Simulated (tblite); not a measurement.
`c1ccccc1C=O`. The geometry is computed with GFN2-xTB (gas phase).

```
atom  x, y, z in Å
O1     2.8386   -1.4484   -0.1452
C2     2.2937   -0.3800   -0.2573
C3     0.8552   -0.1385   -0.0971
C4     0.3305    1.1441   -0.2522
C5    -1.0258    1.3594   -0.0998
C6    -1.8664    0.3003    0.2082
C7    -1.3521   -0.9782    0.3640
C8     0.0023   -1.1992    0.2127
H9     2.8740    0.5336   -0.5019
H10    0.9916    1.9649   -0.4922
H11   -1.4327    2.3524   -0.2201
H12   -2.9259    0.4726    0.3265
H13   -2.0117   -1.7987    0.6034
H14    0.4281   -2.1848    0.3288
```

Q: How far are the heavy atoms from their best plane (unweighted least squares)?

A: 0.001 Å rms; none is more than 0.001 Å off.

Q: What is the longest distance between nuclei?

A: O1···H12, 6.09 Å; the next longest distance is 5.86 Å.

Q: Work out the bond lengths C3–C8, C4–C5, C4–H10, C7–C8, C8–H14 in Å.

A: For C3–C8 the difference vector is (-0.8529, -1.0607, 0.3098) Å, of length 1.3959 Å. C3–C8 1.396; C4–C5 1.382; C4–H10 1.081; C7–C8 1.381; C8–H14 1.080 Å.

Q: Give the dihedral angles C4–C3–C8–H14, O1–C2–C3–C8, C2–C3–C4–H10, C6–C7–C8–H14.

A: C4–C3–C8–H14 180° (antiperiplanar); O1–C2–C3–C8 0° (synperiplanar); C2–C3–C4–H10 0° (synperiplanar); C6–C7–C8–H14 180° (antiperiplanar). Dihedral signs follow IUPAC: positive where, seen along the central bond, the front bond turns clockwise onto the rear one.

Q: What is the repulsion energy of the bare nuclei, Σ ZA·ZB/RAB?

A: 322.87 Eh over 91 pairs, with full nuclear charges and distances in bohr; the largest single term is 21.09 Eh (O1 with C2).

Q: Where is the centre of mass (commonest isotopes), and what is the radius of gyration?

A: Mass 106.042 u; centre at (0.322, -0.194, -0.013) Å; Rg = √(Σ m r²/M) = 1.978 Å. As Ia + Ib + Ic = 2 Σ m r², the three principal moments sum to 829.9 u·Å².

Q: Write the matrix of distances between heavy atoms (Å, lower triangle).

A: 
```
O1    0.000
C2    1.205  0.000
C3    2.377  1.467  0.000
C4    3.609  2.485  1.394  0.000
C5    4.777  3.751  2.405  1.382  0.000
C6    5.032  4.241  2.774  2.398  1.387  0.000
C7    4.248  3.746  2.406  2.778  2.405  1.387  0.000
C8    2.870  2.478  1.396  2.411  2.775  2.396  1.381  0.000
```

Its GFN2-xTB frequencies are all real (lowest 100 cm⁻¹). One conformer, not necessarily the lowest.
